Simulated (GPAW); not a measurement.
The system is CdS (Hawleyite).

```xyz
2
Lattice="0.0000 2.9165 2.9165 2.9165 0.0000 2.9165 2.9165 2.9165 0.0000" Properties=species:S:1:pos:R:3 pbc="T T T"
Cd    0.0000    0.0000    0.0000
S     4.3748    4.3748    4.3748
```

Base run:

```yaml
Program: GPAW 26.7.0
Functional: M06-L
Potentials_or_basis: GPAW PAW data sets (gpaw-data 1.2.1)
Cutoff: 600 eV
Basis: pw
k_mesh: 6 × 6 × 6
Occupations: fermi-dirac, width 0.05 eV
Spin: spin-orbit coupling, no magnetisation
```

Its results: band gap on the k mesh 1.49 eV, direct; pressure 2.0 GPa.

Task: The run is repeated on the same cell with these changes: functional from M06-L to mBEEF. What comes out?

Result: Band gap on the k mesh 1.87 eV, direct; pressure 2.2 GPa.

Caveats: spin-orbit coupling was added after a scalar SCF, so levels and gaps hold it while energy, forces, pressure and moments don't; this program's spin-orbit splittings come out too wide for heavy elements; the PAW data sets were made with another functional, which shifts forces and pressure a little.
